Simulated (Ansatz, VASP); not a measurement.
**Two plane-wave programs on Ni**

The input INCAR:

```
SYSTEM = Ni
ALGO = Normal ; EDIFF = 1E-7
EDIFFG = -0.05 ; ENCUT = 600
GGA = PE ; IBRION = 2
ISIF = 3 ; ISMEAR = 0
ISPIN = 2 ; LASPH = .TRUE.
LCHARG = .FALSE. ; LMAXMIX = 4
LORBIT = 11 ; LREAL = .FALSE.
LWAVE = .FALSE. ; MAGMOM = 0.81
NELM = 150 ; NSW = 100
PREC = Accurate ; SIGMA = 0.1
```

File KPOINTS:

```
k-points
0
G
  10 10 10
  0 0 0
```

The input POSCAR:

```
Ni
1.0
    0.0000000000      1.7375729300      1.7375729300
    1.7375729300      0.0000000000      1.7375729300
    1.7375729300      1.7375729300      0.0000000000
Ni
1
Direct
    0.0000000000      0.0000000000      0.0000000000
```

Input for Ansatz:

```yaml
crystal:
  lattice:
    - [0.0, 1.73757293, 1.73757293]
    - [1.73757293, 0.0, 1.73757293]
    - [1.73757293, 1.73757293, 0.0]
  atoms:
    - { symbol: Ni, position: [0.0, 0.0, 0.0], spin: 0.81 }
basis:
  ecutwfc: 420
kpoints:
  mp_grid: { grid: [10, 10, 10] }
hamiltonian:
  xc: pbe
scf:
  occupations: { method: gaussian, width: 0.1 }
output:
  forces: true
  stress: true
  eigenvalues: true
  populations: true
magnetization:
  spin_polarized: true
relax:
  adjacent_minimum: "off"
  f_tol: 0.05
  max_steps: 80
  cell: { stress_tol: 0.5 }
```

Alike in both runs: task relaxation of cell and atoms; functional PBE; k mesh 10 × 10 × 10; occupations gaussian, width 0.1 eV; collinear spin.

|  | VASP | Ansatz |
| --- | --- | --- |
| version | VASP 6.6.1 | Ansatz 0.2.0 |
| potentials or method | VASP PAW PBE potentials, release 64 (Ni) | scalar-relativistic, plane waves, PAW |
| plane-wave cutoff (eV) | 600 | 420 |
| valence electrons in the cell | 10 | 18 |

|  | VASP | Ansatz | Ansatz less VASP |
| --- | --- | --- | --- |
| gap on the k mesh at the Fermi level, each at its own relaxed structure (eV) | none | none | - |
| net moment per atom (μB) | 0.72 | 0.73 | +0.011 |
| size of the moment on the site where the two differ most (μB) | 0.73 | 0.77 | +0.038 |
| relaxed volume (Å³/atom) | 10.91 | 10.90 | -0.009 |
| relaxed cell length with the largest relative difference (Å) | 2.490 | 2.489 | -0.0007 |
| energy change over the relaxation (meV/atom) | -11 | -11 | -0.6 |

Site moments also hang on the region over which each program counts them. A gap of «none» marks a metal or a gap that the smearing closes. The two sets of potentials don't hold the same shells in valence.
